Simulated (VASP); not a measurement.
Set up this calculation in VASP 6.6.1, as the native input.

```yaml
Task: band structure
Functional: r2SCAN
Potentials_or_basis: VASP PAW PBE potentials, release 64 (Ti_sv, Se)
Cutoff: 520 eV
k_mesh: 12 × 12 × 6
Occupations: methfessel-paxton, width 0.1 eV
Spin: no spin polarisation
Further_INCAR_settings: ALGO = Normal; EDIFF = 1e-06; NBANDS = 19
```

The structure of TiSe2 lies in POSCAR:

```
TiSe2                                   
1.0
    3.4835335887     -0.0000000000      0.0000000000
   -1.7417667943      3.0168285828     -0.0000000000
    0.0000000000      0.0000000000      5.8570485974
  Ti              Se            
     1     2
Direct
     0.0000000000000000    0.0000000000000000    0.0000000000000000
     0.3333333332999970    0.6666666667000030    0.2651999706857799
     0.6666666667000030    0.3333333332999970    0.7348000293142201
```

One way to write it, as run:

INCAR

```
PREC     = Accurate       # precision mode
ENCUT    = 520            # plane-wave cutoff, eV
EDIFF    = 1E-6           # SCF threshold, eV
ISMEAR   = 1              # smearing method
SIGMA    = 0.1            # smearing width, eV
LREAL    = False          # projectors in reciprocal space
LASPH    = True           # aspherical terms in the spheres
NELM     = 80             # most SCF steps
ALGO     = Normal         # electronic algorithm
ISIF     = 2              # what is computed and relaxed
LWAVE    = False          # write WAVECAR
LCHARG   = False          # write CHGCAR
LMAXMIX  = 4              # l up to which the mixer works
METAGGA  = R2SCAN         # meta-GGA
LMIXTAU  = True         
NBANDS   = 19             # bands
KPAR     = 4
```

KPOINTS

```
Automatic mesh
0
Gamma
  12 12 6
```

KPOINTS_OPT

```
explicit points
213
Reciprocal
 0.0000000000  0.0000000000  0.0000000000 1
 0.0357142857  0.0000000000  0.0000000000 1
 0.0714285714  0.0000000000  0.0000000000 1
 0.1071428571  0.0000000000  0.0000000000 1
 0.1428571429  0.0000000000  0.0000000000 1
 0.1785714286  0.0000000000  0.0000000000 1
[... 205 lines left out ...]
 0.5000000000  0.0000000000  0.0334448200 1
 0.5000000000  0.0000000000 -0.0334448200 1
```

Potentials or basis: VASP PAW PBE potentials, release 64 (Ti_sv, Se).

The run is started by

```sh
$ cat potpaw_PBE.64/Ti_sv/POTCAR potpaw_PBE.64/Se/POTCAR > POTCAR
$ mpirun -np 4 vasp_std > vasp.out
```

Results of the run:

- Pressure: 3.3 GPa
- Largest force: 0.307 eV/Å
- Band gap along the path: none (metal or under the smearing width)

Caveat: the PAW data sets were made with another functional, which shifts forces and pressure a little.

Wall time 4.2 min on 4 MPI ranks on Intel(R) Xeon(R) Platinum 8488C (Sapphire Rapids), on a shared host, peak memory 0.31 GiB a rank.
